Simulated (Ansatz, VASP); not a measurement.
# Os in VASP and in Ansatz

```xyz
2
Lattice="2.6895 0.0000 0.0000 -1.3448 2.3292 0.0000 0.0000 0.0000 4.3454" Properties=species:S:1:pos:R:3 pbc="T T T"
Os    0.0000    1.5528    1.0863
Os    1.3448    0.7764    3.2590
```

Change from the starting cell: band edges of the strained film's bulk.

Alike in both runs: task single point; functional PBEsol; k mesh 15 × 15 × 8; occupations gaussian, width 0.1 eV; no spin polarisation.

|  | VASP | Ansatz |
| --- | --- | --- |
| version | VASP 6.6.1 | Ansatz 0.2.0 |
| potentials or method | VASP PAW PBE potentials, release 64 (Os) | scalar-relativistic, plane waves, PAW |
| plane-wave cutoff (eV) | 520 | 420 |
| valence electrons in the cell | 16 | 32 |

|  | VASP | Ansatz | Ansatz less VASP |
| --- | --- | --- | --- |
| gap on the k mesh at the Fermi level (eV) | none | none | - |
| pressure (GPa) | 9.9 | 9.1 | -0.76 |
| largest component of the traceless stress (GPa) | 9.11 | 9.08 | -0.035 |

A gap of «none» marks a metal or a gap that the smearing closes. With one functional, cell and mesh, what is left measures potentials, basis and numerics. The two sets of potentials don't hold the same shells in valence.

Caveats: the PAW data sets were made with another functional, which shifts forces and pressure a little (VASP). Spin-orbit coupling is left out, which matters for the levels of Os.
